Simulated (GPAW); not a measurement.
Runs of GPAW 26.7.0 on Hf. The structure is hexagonal, space group P6/mmm (No. 191). Conventional cell: a = 4.962 Å, b = 4.962 Å, c = 3.086 Å, α = 90.00°, β = 90.00°, γ = 120.00°. Hf (site symmetry 6/mmm) is surrounded by 14 Hf at 3.09 to 3.25 Å. Around Hf (site symmetry -6m2) lie 11 Hf at 2.87 to 3.25 Å. This isn't the form of Hf at room conditions, which is hcp.

```tsv
task	level	potentials or basis	cell	k mesh	optimizer	fmax	max steps	convergence	band path	gap on the mesh (eV)	pressure (GPa)	relaxed volume (Å³/atom)
single point	PBEsol	PAW data sets generated in the run's folder for this functional, pw	as given	6 × 6 × 9	-	-	-	-	-	none	-2.2	-
relaxation of cell and atoms	PBEsol+D3(BJ)	PAW data sets generated in the run's folder for this functional, pw	relaxed	5 × 5 × 6	BFGS	0.02 eV/Å	60	density=1e-05 forces=0.0001	-	none	0.0	20.73
relaxation of cell and atoms	PBEsol+D3	PAW data sets generated in the run's folder for this functional, pw	relaxed	5 × 5 × 6	BFGS	0.02 eV/Å	60	density=1e-05 forces=0.0001	-	none	0.0	20.85
band structure	LDA	the program's PAW data sets (release 1.2.1) made for this functional, pw	as given	5 × 5 × 7	-	-	-	-	GMKGALHA,LM,KH	-	(a)	-
```

Alike in all rows: no spin polarisation; cutoff (eV) 600; smearing fermi-dirac 0.05 eV.

Task: Fill in the values left out.

Result: (a) -6.6.

Caveats: later steps reuse the first step's grids (some runs); pairwise dispersion overbinds metals, which lowers pressure and volume (some runs).

A k mesh can miss the band edges, and the runs leave out spin-orbit coupling on Hf.

A gap of «none» marks a metal or a gap under the smearing width.

Not every run made on this cell is shown here.
